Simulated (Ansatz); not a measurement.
## Piezoelectric tensor of WS₂ at 7 GPa (stress–strain coefficients)

These are results of Ansatz, DFT PBEsol, scalar-relativistic, plane waves, PAW, not measurements. Cutoff 420 eV, 12×12×12 k-points (Γ-centred), fixed occupations. No spin polarisation.

The cell, relaxed at 7 GPa:
```
W S
1.0
     1.55137    0.89568    5.72771
    -1.55137    0.89568    5.72771
     0.00000   -1.79136    5.72771
W S
1 2
Direct
  0.99938 0.99938 0.99938
  0.75731 0.75731 0.75731
  0.57460 0.57460 0.57460
```

The crystal is built of layers and no dispersion correction was added, so the binding between them is poorly described, and with it their spacing and whatever depends on it. Spin–orbit coupling is left out, which matters for heavy elements. Other phases may be more stable at this pressure. The bands were filled as in an insulator; under compression the gap may have closed between mesh points.

**Question.** Give the relaxed-ion proper piezoelectric stress tensor e_iJ (C/m², Voigt columns xx yy zz yz xz xy).

**Answer.**
```
x    0.000  0.000  0.000  0.000 -0.090 -0.463
y   -0.463  0.463  0.000 -0.090  0.000  0.000
z   -0.038 -0.038 -0.281  0.000  0.000  0.000
```
Signs follow the orientation of the cell as given.

**Question.** With the elastic constants (GPa, Voigt order)
```
307.6  75.6  43.5  11.7   0.0   0.0
 75.6 307.6  43.5 -11.7   0.0   0.0
 43.5  43.5 127.6   0.0   0.0   0.0
 11.7 -11.7   0.0  49.8   0.0   0.0
  0.0   0.0   0.0   0.0  49.8  11.7
  0.0   0.0   0.0   0.0  11.7 116.0
```
find the strain coefficients d = e·C⁻¹ (pC/N).

**Answer.**
```
x    0.00  0.00  0.00  0.00 -0.88 -3.90
y   -1.95  1.95  0.00 -0.88  0.00  0.00
z    0.16  0.16 -2.31  0.00  0.00  0.00
```

This form isn't the usual stable structure of the compound at low pressure.

Cost: 1 run of about 9.4 core-minutes, on Intel Xeon 6975P-C (Granite Rapids) (shared hosts).